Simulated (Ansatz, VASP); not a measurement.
# Two plane-wave programs on GaP

```xyz
2
Lattice="0.0000 2.7070 2.7070 2.7070 0.0000 2.7070 2.7070 2.7070 0.0000" Properties=species:S:1:pos:R:3 pbc="T T T"
Ga    0.0000    0.0000    0.0000
P     4.0604    4.0604    4.0604
```

Alike in both runs: task single point; functional LDA; k mesh 8 × 8 × 8; occupations fermi-dirac, width 0.05 eV; non-collinear spin, spin-orbit coupling.

|  | VASP | Ansatz |
| --- | --- | --- |
| version | VASP 6.6.1 | Ansatz 0.2.0 |
| potentials or method | VASP PAW LDA potentials, release 64 (Ga_d, P) | Ansatz PAW |
| plane-wave cutoff (eV) | 520 | 420 |
| valence electrons in the cell | 18 | 18 |

|  | VASP | Ansatz | Ansatz less VASP |
| --- | --- | --- | --- |
| gap on the k mesh at the Fermi level (eV) | 1.43 | 1.43 | 0.000 |
| least direct gap on the mesh (eV) | 1.78 | 1.75 | -0.029 |
| pressure (GPa) | -1.1 | -1.1 | -0.02 |
| net moment per atom (μB) | 0.00 | 0.00 | 0.000 |

Caveats: the PAW data sets come from PBE, with cores solved anew for the run's functional, which leaves a small shift of forces and pressure (Ansatz).
